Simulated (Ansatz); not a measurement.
Consider OsF3 (honeycomb trihalide sheet).

The cell holds 8 atoms: 2 Os and 6 F. Its edges and angles: a = 4.600 Å, b = 4.600 Å, c = 28.448 Å, α = 90.0°, β = 90.0°, γ = 120.0°. Vacuum lies along c.

```xyz
8
Lattice="3.7556 -1.8778 1.8778 -1.8778 -1.8778 -3.7556 16.4245 16.4245 -16.4245" Properties=species:S:1:pos:R:3
Os    5.2897    3.4119   -7.1675
Os    7.1675    3.4119   -5.2897
F     7.3858    5.4117   -5.4117
F     5.4117    5.4117   -7.3858
F     7.2895    3.6302   -7.2895
F     6.9492    3.2899   -3.2899
F     3.2899    3.2899   -6.9492
F     5.1677    3.1936   -5.1677
```

The structure was relaxed with LDA. The structure was generated from a model, not taken from a measurement. The runs that relaxed it are not among those shown. The program's search for lower electronic states was switched off, so nothing shows that the state found is the lowest. Spin-orbit coupling is left out unless a run names it. PAW set soft_2, made with PBE.

A constrained-RPA run (Ansatz 0.2.0; non-magnetic LDA; Os t2g, bands v5 to c1, 6×6×1 mesh, medium accuracy) builds 6 functions on bands 3.7 eV wide, with 10.0 electrons in the window. The bare on-site interaction is 12.3 eV and the bare J 0.44 eV.

What U and J survive the screening?

On the Os t2g shell, U = 5.24 eV (43 % of the bare value), U′ = 4.51 eV, J = 0.31 eV.

The parent state is non-magnetic and the interaction static (zero frequency); U depends on the window and the orbitals, so it belongs to this model alone. Spin-orbit coupling, which is strong for atoms this heavy, is left out.

[Paths, hosts, dates, memory and timing lines, banners, echoed tables and standing remarks are left out of the program output.]

[Logs are printed without paths, hosts, clocks, repeated set-up lines and the standing remarks that a program may print on its own settings, such as how far it seeks lower states.]

[Runs of the session that timed out or met a known fault of the program may be left out.]

[Hosts, paths, dates, database ids (printed as entryN), source tags and the programs' standing remarks are cut or masked in the printed files.]
